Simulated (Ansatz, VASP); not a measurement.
# One calculation of NiO, two programs

The input INCAR:

```
PREC     = Accurate       # precision mode
ENCUT    = 520            # plane-wave cutoff, eV
EDIFF    = 1E-6           # SCF threshold, eV
ISMEAR   = 0              # smearing method
SIGMA    = 0.05           # smearing width, eV
LREAL    = False          # projectors in reciprocal space
LASPH    = True           # aspherical terms in the spheres
NELM     = 120            # most SCF steps
ALGO     = Normal         # electronic algorithm
ISIF     = 2              # what is computed and relaxed
LWAVE    = False          # write WAVECAR
LCHARG   = False          # write CHGCAR
ISPIN    = 2              # spin polarisation
MAGMOM   = 1 0            # initial moments
LORBIT   = 11             # projections on sites
NUPDOWN  = 3              # fixed moment
LMAXMIX  = 4              # l up to which the mixer works
LDAU     = True           # DFT+U
LDAUTYPE = 2            
LDAUL    = 2 -1           # shell
LDAUU    = 3 0            # U, eV
LDAUJ    = 0 0          
LDAUPRINT= 1            
METAGGA  = R2SCAN         # meta-GGA
LMIXTAU  = True
```

Contents of KPOINTS:

```
regular mesh
0
Gamma
  8 8 7
```

File POSCAR:

```
NiO
1.0
    2.7830607900      0.0000000000      0.0000000000
   -1.3915303900      2.4102013400      0.0000000000
    0.0000000000      0.0000000000      2.7161294400
Ni O
1 1
Direct
    0.0000000000      0.0000000000      0.0000000000
    0.6666666667      0.3333333333      0.5000000000
```

The input input.yaml:

```yaml
crystal:
  lattice:
    - [2.78306079, 0.0, 0.0]
    - [-1.39153039, 2.41020134, 0.0]
    - [0.0, 0.0, 2.71612944]
  atoms:
    - { symbol: Ni, position: [0.0, 0.0, 0.0], spin: 3.0 }
    - { symbol: O, position: [0.6666666667, 0.3333333333, 0.5] }
hamiltonian:
  xc: r2scan
  pseudopotentials: { kind: paw }
  hubbard: { sites: [{ species: Ni, l: d, u_eff: 3.0 }] }
magnetization:
  spin_polarized: true
  initial_magnetization: 3.0
  spin_locking: { lock_magnetization: hard }
kpoints:
  mp_grid: { grid: [8, 8, 7] }
scf:
  occupations: { method: gaussian, width: 0.05 }
output:
  forces: true
  stress: true
  eigenvalues: true
```

Measurements of this composition are mostly on another form, of space group No. 225.

Alike in both runs: task single point; functional r2SCAN; k mesh 8 × 8 × 7; occupations gaussian, width 0.05 eV; collinear spin, ferromagnetic start; fixed moment 3 μB; Hubbard terms Ni d U = 3 eV.

|  | VASP | Ansatz |
| --- | --- | --- |
| version | VASP 6.6.1 | Ansatz 0.2.0 |
| potentials or method | VASP PAW PBE potentials, release 64 (Ni, O) | Ansatz PAW |
| plane-wave cutoff (eV) | 520 | 500 |
| valence electrons in the cell | 16 | 24 |

|  | VASP | Ansatz | Ansatz less VASP |
| --- | --- | --- | --- |
| gap on the k mesh at the Fermi level (eV) | none | none | - |
| rms of the force components (eV/Å) | 0.000 | 0.011 | +0.0106 |
| net moment per atom (μB) | 1.50 | 1.50 | 0.000 |
| size of the moment on the site where the two differ most (μB) | 2.16 | 1.99 | -0.173 |

Site moments also hang on the region over which each program counts them. The programs project onto different local orbitals, so the same U acts differently. Atom by atom the forces differ by 0.011 eV/Å (rms over components). A gap of «none» marks a metal or a gap that the smearing closes. The two sets of potentials don't hold the same shells in valence.

Caveats: the total moment is fixed, so each spin has its own Fermi level; a cell with one magnetic atom can't hold antiferromagnetic order, which such compounds often take; the moment is held away from its start (VASP); the PAW data sets were made with another functional, which shifts forces and pressure a little (VASP); the magnetic or orbital state may not be the lowest (Ansatz); the PAW data sets come from PBE, with cores solved anew for the run's functional, which leaves a small shift of forces and pressure (Ansatz). The state reached can hang on the start; a lower one may exist.
